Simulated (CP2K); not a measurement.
# InP (F-43m) in CP2K: further runs, part 2 of 2

CP2K 2026.2. Earlier steps stand in the parts before.

## 3. Single point, PBEsol, 24.66 Å³/atom (volume scaled by 0.98)

The input, inp_eos.inp:

```
&GLOBAL
  PROJECT inp_eos
  RUN_TYPE ENERGY_FORCE
  PRINT_LEVEL LOW
&END GLOBAL
&FORCE_EVAL
  METHOD QS
  STRESS_TENSOR ANALYTICAL
  &DFT
    BASIS_SET_FILE_NAME BASIS_MOLOPT_UZH
    POTENTIAL_FILE_NAME POTENTIAL_UZH
    WFN_RESTART_FILE_NAME previous-RESTART.kp
    &MGRID
      CUTOFF 450
      REL_CUTOFF 60
      NGRIDS 4
    &END MGRID
    &QS
      METHOD GPW
      EPS_DEFAULT 1.0E-9
    &END QS
    &KPOINTS
      SCHEME MONKHORST-PACK 8 8 8
      GAMMA_CENTERED T
      SYMMETRY T
      SYMMETRY_BACKEND SPGLIB
    &END KPOINTS
    &SCF
      SCF_GUESS RESTART
      EPS_SCF 1.0E-6
      MAX_SCF 100
      ADDED_MOS 10
      CHOLESKY OFF
      EPS_EIGVAL 1.0E-7
      &DIAGONALIZATION ON
        ALGORITHM STANDARD
      &END DIAGONALIZATION
      &MIXING ON
        METHOD BROYDEN_MIXING
        ALPHA 0.4
        BETA 1.5
        NBUFFER 8
      &END MIXING
      &SMEAR ON
        METHOD FERMI_DIRAC
        ELECTRONIC_TEMPERATURE [K] 116.045
      &END SMEAR
    &END SCF
    &XC
      &XC_FUNCTIONAL
        &GGA_X_PBE_SOL
        &END GGA_X_PBE_SOL
        &GGA_C_PBE_SOL
        &END GGA_C_PBE_SOL
      &END XC_FUNCTIONAL
    &END XC
    &PRINT
      &KPOINTS ON
      &END KPOINTS
      &MULLIKEN ON
      &END MULLIKEN
      &MO ON
        ENERGIES T
        OCCUPATION_NUMBERS T
        &EACH
          QS_SCF 0
        &END EACH
        ADD_LAST NUMERIC
      &END MO
    &END PRINT
  &END DFT
  &SUBSYS
    &CELL
      A 4.1165375578 0.0000000000 0.0000000000
      B 2.0582687789 3.5650261007 0.0000000000
      C 2.0582687789 1.1883420336 3.3611388412
      PERIODIC XYZ
    &END CELL
    &COORD
      SCALED
      In  0.0000000000 0.0000000000 0.0000000000
      P   0.7500000000 0.7500000000 0.7500000000
    &END COORD
    &KIND In
      BASIS_SET TZVP-MOLOPT-PBE-GTH-q13
      POTENTIAL GTH-PBE-q13
    &END KIND
    &KIND P
      BASIS_SET TZVP-MOLOPT-PBE-GTH-q5
      POTENTIAL GTH-PBE-q5
    &END KIND
    &PRINT
      &ATOMIC_COORDINATES ON
      &END ATOMIC_COORDINATES
      &CELL ON
      &END CELL
      &SYMMETRY ON
      &END SYMMETRY
    &END PRINT
  &END SUBSYS
  &PRINT
    &FORCES ON
    &END FORCES
    &STRESS_TENSOR ON
    &END STRESS_TENSOR
  &END PRINT
&END FORCE_EVAL
```

Potentials or basis: POTENTIAL_UZH In GTH-PBE-q13, P GTH-PBE-q5; TZVP-MOLOPT-PBE-GTH basis.

Launch:

```bash
OMP_NUM_THREADS=2 cp2k.psmp -i inp_eos.inp -o inp_eos.out
```

Run time: 28 s. Hardware: 2 threads of Arm Neoverse V1, shared host; peak memory 0.32 GiB.

The run converged. Its results:

* Free energy: -1709.3285 eV
* Pressure: 3.1 GPa
* Band gap on the k mesh: 0.70 eV, direct
* Mulliken charges: In +0.47; P -0.47 e

Caveat: Mulliken charges move with the basis; the potentials were made for another functional, which shifts forces and pressure; spin-orbit coupling is left out, which moves the levels of the heavy elements; the basis of atomic orbitals isn't converged, which shifts pressures, moduli and gaps.

## 4. Single point, PBEsol, 25.67 Å³/atom (volume scaled by 1.02)

Edit inp_eos.inp of step 3 so:

```diff
@@ -73,5 +73,5 @@
     &CELL
-      A 4.1165375578 0.0000000000 0.0000000000
-      B 2.0582687789 3.5650261007 0.0000000000
-      C 2.0582687789 1.1883420336 3.3611388412
+      A 4.1717996897 0.0000000000 0.0000000000
+      B 2.0858998449 3.6128845108 0.0000000000
+      C 2.0858998449 1.2042948369 3.4062601830
       PERIODIC XYZ
```

Launch:

```bash
OMP_NUM_THREADS=2 cp2k.psmp -i inp_eos.inp -o inp_eos.out
```

Run time: 28 s. Hardware: 2 threads of Arm Neoverse V1, shared host; peak memory 0.32 GiB.

It converged, with:

| Property | Result |
| --- | --- |
| Free energy | -1709.3488 eV |
| Pressure | 0.2 GPa |
| Band gap on the k mesh | 0.49 eV, direct |
| Mulliken charges | In +0.46; P -0.46 e |

Caveat: Mulliken charges move with the basis; the potentials were made for another functional, which shifts forces and pressure; spin-orbit coupling is left out, which moves the levels of the heavy elements; the basis of atomic orbitals isn't converged, which shifts pressures, moduli and gaps.

## 5. Single point, PBEsol, 24.16 Å³/atom (volume scaled by 0.96)

Edit inp_eos.inp of step 4 so:

```diff
@@ -73,5 +73,5 @@
     &CELL
-      A 4.1717996897 0.0000000000 0.0000000000
-      B 2.0858998449 3.6128845108 0.0000000000
-      C 2.0858998449 1.2042948369 3.4062601830
+      A 4.0883412102 0.0000000000 0.0000000000
+      B 2.0441706051 3.5406073474 0.0000000000
+      C 2.0441706051 1.1802024491 3.3381166198
       PERIODIC XYZ
```

Launch:

```bash
OMP_NUM_THREADS=2 cp2k.psmp -i inp_eos.inp -o inp_eos.out
```

Run time: 32 s. Hardware: 2 threads of Arm Neoverse V1, shared host; peak memory 0.32 GiB.

Results (log left out):

```
Free energy            : -1709.3034 eV
Pressure               : 4.9 GPa
Band gap on the k mesh : 0.81 eV, direct
Mulliken charges       : In +0.47; P -0.47 e
```

Caveat: Mulliken charges move with the basis; the potentials were made for another functional, which shifts forces and pressure; spin-orbit coupling is left out, which moves the levels of the heavy elements; the basis of atomic orbitals isn't converged, which shifts pressures, moduli and gaps.

## 6. Single point, PBEsol, 26.17 Å³/atom (volume scaled by 1.04)

Edit inp_eos.inp of step 5 so:

```diff
@@ -73,5 +73,5 @@
     &CELL
-      A 4.0883412102 0.0000000000 0.0000000000
-      B 2.0441706051 3.5406073474 0.0000000000
-      C 2.0441706051 1.1802024491 3.3381166198
+      A 4.1988900572 0.0000000000 0.0000000000
+      B 2.0994450286 3.6363454572 0.0000000000
+      C 2.0994450286 1.2121151524 3.4283793754
       PERIODIC XYZ
```

Potentials or basis: POTENTIAL_UZH In GTH-PBE-q13, P GTH-PBE-q5; TZVP-MOLOPT-PBE-GTH basis.

Launch:

```bash
OMP_NUM_THREADS=2 cp2k.psmp -i inp_eos.inp -o inp_eos.out
```

Run time: 29 s. Hardware: 2 threads of Arm Neoverse V1, shared host; peak memory 0.32 GiB.

The run converged. Its results:

- Free energy: -1709.3461 eV
- Pressure: -1.0 GPa
- Band gap on the k mesh: 0.38 eV, direct
- Mulliken charges: In +0.46; P -0.46 e

Caveat: Mulliken charges move with the basis; the potentials were made for another functional, which shifts forces and pressure; spin-orbit coupling is left out, which moves the levels of the heavy elements; the basis of atomic orbitals isn't converged, which shifts pressures, moduli and gaps.

## 7. Single point, PBEsol, 23.66 Å³/atom (volume scaled by 0.94)

Edit inp_eos.inp of step 6 so:

```diff
@@ -73,5 +73,5 @@
     &CELL
-      A 4.1988900572 0.0000000000 0.0000000000
-      B 2.0994450286 3.6363454572 0.0000000000
-      C 2.0994450286 1.2121151524 3.4283793754
+      A 4.0597504761 0.0000000000 0.0000000000
+      B 2.0298752381 3.5158470453 0.0000000000
+      C 2.0298752381 1.1719490151 3.3147723832
       PERIODIC XYZ
```

Launch:

```bash
OMP_NUM_THREADS=2 cp2k.psmp -i inp_eos.inp -o inp_eos.out
```

Wall time 29 s (2 threads of Arm Neoverse V1, shared host); peak memory 0.32 GiB.

Results (log left out):

| Property | Result |
| --- | --- |
| Free energy | -1709.2670 eV |
| Pressure | 6.8 GPa |
| Band gap on the k mesh | 0.92 eV, direct |
| Mulliken charges | In +0.47; P -0.47 e |

Caveat: Mulliken charges move with the basis; the potentials were made for another functional, which shifts forces and pressure; spin-orbit coupling is left out, which moves the levels of the heavy elements; the basis of atomic orbitals isn't converged, which shifts pressures, moduli and gaps.

## 8. Single point, PBEsol, 26.68 Å³/atom (volume scaled by 1.06)

Edit inp_eos.inp of step 7 so:

```diff
@@ -73,5 +73,5 @@
     &CELL
-      A 4.0597504761 0.0000000000 0.0000000000
-      B 2.0298752381 3.5158470453 0.0000000000
-      C 2.0298752381 1.1719490151 3.3147723832
+      A 4.2256353009 0.0000000000 0.0000000000
+      B 2.1128176505 3.6595075177 0.0000000000
+      C 2.1128176505 1.2198358392 3.4502167754
       PERIODIC XYZ
```

Launch:

```bash
OMP_NUM_THREADS=2 cp2k.psmp -i inp_eos.inp -o inp_eos.out
```

It took 29 s on 2 threads of Arm Neoverse V1, shared host; peak memory 0.32 GiB.

The run converged. Its results:

```yaml
Free_energy: -1709.3360 eV
Pressure: -2.1 GPa
Band_gap_on_the_k_mesh: 0.28 eV, direct
Mulliken_charges: In +0.46; P -0.46 e
```

Caveat: Mulliken charges move with the basis; the potentials were made for another functional, which shifts forces and pressure; spin-orbit coupling is left out, which moves the levels of the heavy elements; the basis of atomic orbitals isn't converged, which shifts pressures, moduli and gaps.

## 9. Equation of state, PBEsol

Potentials or basis: POTENTIAL_UZH In GTH-PBE-q13, P GTH-PBE-q5; TZVP-MOLOPT-PBE-GTH basis.

This step only gathers the single runs of the series.

Results:

- Equilibrium volume: 25.75 Å³/atom
- Bulk modulus: 66 GPa
- Pressure derivative of the bulk modulus: 4.6

Energy against volume, from the lowest point:
| volume (Å³/atom) | energy (meV/atom) |
| --- | --- |
| 23.657 | 40.90 |
| 24.160 | 22.66 |
| 24.663 | 10.14 |
| 25.167 | 2.77 |
| 25.670 | 0.00 |
| 26.173 | 1.35 |
| 26.677 | 6.39 |

Caveat: the potentials were made for another functional, which shifts forces and pressure; the basis of atomic orbitals isn't converged, which shifts pressures, moduli and gaps.

## 10. Against experiment

Step 9. A measured bulk modulus of InP is 71 GPa (a printed reference work, data compilation); the calculated 66 GPa misses it by -7.2 %. The fit is for a static lattice scaled at fixed shape and fixed fractional positions.
